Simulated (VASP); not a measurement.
Level of theory: PBEsol GGA, VASP's PBE PAW potentials (set 64) (plane waves; VASP 6.6.1).

VASP input:

INCAR:
```
ALGO = Normal
EDIFF = 1E-6
EDIFFG = -0.02
ENCUT = 620
GGA = PS
IBRION = 2
ISIF = 3
ISMEAR = 0
LASPH = .TRUE.
LCHARG = .FALSE.
LMAXMIX = 4
LREAL = .FALSE.
LWAVE = .FALSE.
NELM = 100
NSW = 40
PREC = Accurate
PSTRESS = 300
SIGMA = 0.05
SYSTEM = InN
```

**POSCAR**
```
InN
1.0
  3.3675960591   0.0000000000   0.0000000000
 -1.6837980295   2.9164251480   0.0000000000
  0.0000000000   0.0000000000   5.4010738970
In N
2 2
Cartesian
 -0.0000016838   1.9442844041   5.3850777374
  1.6837997134   0.9721407439   2.6845407889
 -0.0000016838   1.9442844041   2.0413988710
  1.6837997134   0.9721407439   4.7419358195
```

File KPOINTS:
```
Automatic mesh
0
Gamma
8 8 4
0 0 0
```

POTCAR, in this order: In_d N (PBE.64 set). Program: vasp_std.

Output

OUTCAR:
```
 ion  position               nearest neighbor table
   1  0.333  0.667  0.997-   4 2.05   4 2.05   4 2.05   3 2.06   2 3.33   2 3.33   2 3.33   2 3.33
                             2 3.33   2 3.33
   2  0.667  0.333  0.497-   3 2.05   3 2.05   3 2.05   4 2.06   1 3.33   1 3.33   1 3.33   1 3.33
                             1 3.33   1 3.33
   3  0.333  0.667  0.378-   2 2.05   2 2.05   2 2.05   1 2.06
   4  0.667  0.333  0.878-   1 2.05   1 2.05   1 2.05   2 2.06
  LATTYP: Found a hexagonal cell.
 ALAT       =     3.3675960591
 C/A-ratio  =     1.6038366248
 Subroutine PRICEL returns:
 Original cell was already a primitive cell.
 Subroutine GETGRP returns: Found 12 space group operations
The static configuration has the point symmetry C_3v.
 The point group associated with its full space group is C_6v.
The dynamic configuration has the point symmetry C_3v.
 Subroutine INISYM returns: Found 12 space group operations
 Subroutine IBZKPT returns following result:
 Found     30 irreducible k-points:

 Following reciprocal coordinates:
            Coordinates               Weight
  0.000000  0.000000  0.000000      1.000000
  0.125000  0.000000  0.000000      6.000000
  0.250000  0.000000  0.000000      6.000000
  0.375000  0.000000  0.000000      6.000000
  0.500000  0.000000  0.000000      3.000000
  0.125000  0.125000  0.000000      6.000000
  0.250000  0.125000  0.000000     12.000000
  0.375000  0.125000  0.000000     12.000000
  0.250000  0.250000  0.000000      6.000000
  0.375000  0.250000  0.000000      6.000000
  0.000000  0.000000  0.250000      2.000000
  0.125000  0.000000  0.250000     12.000000
  0.250000  0.000000  0.250000     12.000000
  0.375000  0.000000  0.250000     12.000000
  0.500000  0.000000  0.250000      6.000000
  0.125000  0.125000  0.250000     12.000000
  0.250000  0.125000  0.250000     24.000000
  0.375000  0.125000  0.250000     24.000000
...
```

OSZICAR:
```
       N       E                     dE             d eps       ncg     rms          rms(c)
DAV:   1     0.372068388143E+03    0.37207E+03   -0.20570E+04  1328   0.272E+03
DAV:   2     0.209117037701E+02   -0.35116E+03   -0.34121E+03  1368   0.529E+02
DAV:   3    -0.254248937132E+02   -0.46337E+02   -0.45665E+02  1704   0.200E+02
DAV:   4    -0.271020258345E+02   -0.16771E+01   -0.16714E+01  1664   0.398E+01
DAV:   5    -0.271509747637E+02   -0.48949E-01   -0.48938E-01  1688   0.644E+00    0.170E+01
DAV:   6    -0.223098048592E+02    0.48412E+01   -0.17397E+01  2346   0.688E+01    0.116E+01
DAV:   7    -0.224931995852E+02   -0.18339E+00   -0.27242E+00  1374   0.130E+01    0.363E+00
DAV:   8    -0.224443256551E+02    0.48874E-01   -0.17743E-01  2136   0.653E+00    0.181E+00
DAV:   9    -0.224291034314E+02    0.15222E-01   -0.38762E-02  2112   0.329E+00    0.386E-01
DAV:  10    -0.224288341984E+02    0.26923E-03   -0.28341E-03  2062   0.793E-01    0.273E-01
DAV:  11    -0.224289872853E+02   -0.15309E-03   -0.24884E-03  2214   0.566E-01    0.977E-02
DAV:  12    -0.224288771680E+02    0.11012E-03   -0.53101E-04  2064   0.316E-01    0.457E-02
DAV:  13    -0.224288812574E+02   -0.40894E-05   -0.43096E-05  1558   0.514E-02    0.285E-02
DAV:  14    -0.224288821170E+02   -0.85954E-06   -0.95337E-07  1092   0.198E-02
   1 F= -.12496312E+02 E0= -.12496307E+02  d E =-.124963E+02
```

**OUTCAR**
```
------------------------ aborting loop because EDIFF is reached ----------------------------------------
  FORCE on cell =-STRESS in cart. coord.  units (eV):
  Direction    XX          YY          ZZ          XY          YZ          ZX
  --------------------------------------------------------------------------------------
  Total        9.8964766      9.8964862      9.8845519      0.0000000     -0.0000000      0.0000000
  in kB      298.9098593    298.9101486    298.5496895      0.0000000     -0.0000000      0.0000000
  external PRESSURE =      -1.2101009 kB  Pullay stress =     300.0000000 kB
  volume of cell :       53.05
      direct lattice vectors                 reciprocal lattice vectors
     3.367596059  0.000000000  0.000000000     0.296947728  0.171442768  0.000000000
    -1.683798029  2.916425148  0.000000000     0.000000000  0.342885536  0.000000000
     0.000000000  0.000000000  5.401073897     0.000000000  0.000000000  0.185148365
 POSITION                                       TOTAL-FORCE (eV/Angst)
 -----------------------------------------------------------------------------------
     -0.00000      1.94428      5.38508         0.000000     -0.000000     -0.009723
      1.68380      0.97214      2.68454        -0.000000      0.000000     -0.009723
     -0.00000      1.94428      2.04140         0.000000     -0.000000      0.009723
      1.68380      0.97214      4.74194         0.000000     -0.000000      0.009723
 -----------------------------------------------------------------------------------
    total drift:                               -0.001195      0.000690     -0.000145
  FREE ENERGIE OF THE ION-ELECTRON SYSTEM (eV)
  ---------------------------------------------------
  free  energy   TOTEN  =       -22.4288821170 eV

  energy  without entropy=      -22.4288712527  energy(sigma->0) =      -22.42887668
  enthalpy is  TOTEN    =       -12.4963124771 eV   P V=        9.9325696399

 reached required accuracy - stopping structural energy minimisation
```
(Selected blocks of OUTCAR.)

The structure was generated: InN was put into the wurtzite type (P6_3mc), which need not be its known phase. It was relaxed first under an external pressure of 30 GPa.
